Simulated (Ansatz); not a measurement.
Input and command of a calculation in Ansatz (plane waves; scalar-relativistic PAW potentials unless the input names others):

```yaml
crystal:
  lattice:
    - [0.0, 2.967442008, 2.967442008]
    - [2.967442008, 0.0, 2.967442008]
    - [2.967442008, 2.967442008, 0.0]
  atoms:
    - { symbol: Zn, position: [0.0, 0.0, 0.0] }
    - { symbol: Se, position: [0.75, 0.75, 0.75] }
basis:
  ecutwfc: "500 eV"
kpoints:
  mp_grid: { grid: [8, 8, 8] }
hamiltonian:
  xc: r2scan
scf:
  occupations: { method: gaussian, width: 0.02 }
  mixing: { preconditioner: resta }
output:
  forces: true
  eigenvalues: true
  stress: true
```

```bash
ansatz run input.yaml --threads 1 --pin off --max-ram 1331MiB --backend cpu --events-out ev --progress --plain --runs-dir out
```

Abridged log:
```
Pseudopotentials: kind: paw
Pseudopotential: Zn, paw, valence charge 12, recommended cutoff 500 eV (meta_gga)
Pseudopotential: Se, paw, valence charge 16, recommended cutoff 500 eV (meta_gga)
Functional definition: r2SCAN
Crystal: 2 atoms, lattice volume = 52.261 Å³
Basis set: ecut = 500 eV, 1363 PW (Γ), exchange–correlation on 128×128×128 points (64 copies of the dense FFT grid, shifted against one another)
Bands: 18, of which v1, the nominal top of the filled ones, is band 14 counted from 1 (13 counted from 0)
Symmetry: 24 space group operations
Space group: F-43m (ITA 216), of the structure as read, at distance tolerance 3.7e-5 Å
k-points: 29 of 512 (time reversal used)
Initial density: superposition of atomic densities (neutral atoms: chi_scale 0, normalization atom), corrected by the library's trained network
Initial wavefunctions: pseudopotential atomic-orbital guess
Functional: x = r2scan, c = r2scan; τ floored in thin density (d = 2e-4 eV/Å³)
SCF iter   1: F=—  HF=-8805.345956 eV  |F-HF|=—  |Δ(HF+E_count)|=         —  Δρ=1.32e-2  dr2=4.16e-2  dr2_τ=3.77e-3  ethr=1.77e-3  ⟨swp⟩=5.9  Hψ=2811  notcnv=0
SCF iter   2: F=—  HF=-8805.338731 eV  |F-HF|=—  |Δ(HF+E_count)|=   7.22e-3  Δρ=1.89e-3  dr2=2.12e-3  dr2_τ=1.92e-4  ethr=1.49e-4  ⟨swp⟩=2.0  Hψ=1103  notcnv=0
SCF iter   3: F=—  HF=-8805.337752 eV  |F-HF|=—  |Δ(HF+E_count)|=   9.79e-4  Δρ=2.77e-3  dr2=2.08e-3  dr2_τ=9.24e-6  ethr=7.58e-6  ⟨swp⟩=2.0  Hψ=870  notcnv=0
SCF iter   4: F=—  HF=-8805.337681 eV  |F-HF|=—  |Δ(HF+E_count)|=   7.09e-5  Δρ=1.04e-3  dr2=3.71e-4  dr2_τ=2.87e-6  ethr=7.43e-6  ⟨swp⟩=1.8  Hψ=596  notcnv=0
SCF iter   5: F=—  HF=-8805.337653 eV  |F-HF|=—  |Δ(HF+E_count)|=   2.82e-5  Δρ=2.27e-4  dr2=2.98e-5  dr2_τ=3.57e-7  ethr=1.33e-6  ⟨swp⟩=2.8  Hψ=908  notcnv=0
SCF iter   6: F=—  HF=-8805.337668 eV  |F-HF|=—  |Δ(HF+E_count)|=   1.49e-5  Δρ=8.34e-5  dr2=2.92e-6  dr2_τ=1.25e-8  ethr=1.06e-7  ⟨swp⟩=2.0  Hψ=609  notcnv=0
SCF iter   7: F=-8805.337669 eV  HF=-8805.337669 eV  |F-HF|=2.92e-8  |Δ(HF+E_count)|=   6.51e-7  Δρ=8.20e-6  dr2=6.14e-8  dr2_τ=5.48e-10  ethr=3.57e-10  ⟨swp⟩=3.2  Hψ=2282  notcnv=0
SCF 1 converged in 7 iterations: F = -8805.337669 eV  dr2 = 6.14e-8
SCF converged after 7 iterations
Free energy (F): -8805.337669 eV
Harris-Foulkes:  -8805.337669 eV  (|F-HF|=2.92e-8)
Internal energy: -8805.337669 eV  (E = F + TS)
E sigma→0 (E₀):  -8805.337669 eV
Fermi energy:    5.359782 eV
--- Forces (eV/Å), atoms counted from 1 ---
  atom   1  Zn     0.00000000     0.00000000     0.00000000
  atom   2  Se     0.00000000     0.00000000     0.00000000
--- Stress (GPa, compression-positive) ---
       -6.683615       0.000000       0.000000
        0.000000      -6.683615       0.000000
        0.000000       0.000000      -6.683615
  P = ⅓ Tr σ = -6.6836 GPa (-66.836 kbar)
```

Apart from outputs and empty bands, the input differs from a reference run on usual settings in scf.mixing.preconditioner: not typed → "resta"; basis.ecutwfc: 500 → "500 eV". The reference, at the same geometry (not necessarily relaxed), gave pressure -6.68 GPa, largest force 0.000 eV/Å, gap on the mesh 1.30 eV. This run converged in 7 SCF iterations (reference: 7) with an energy at zero smearing within 0.01 meV/atom of the reference's, pressure -6.68 GPa, largest force 0.000 eV/Å, gap on the mesh 1.30 eV.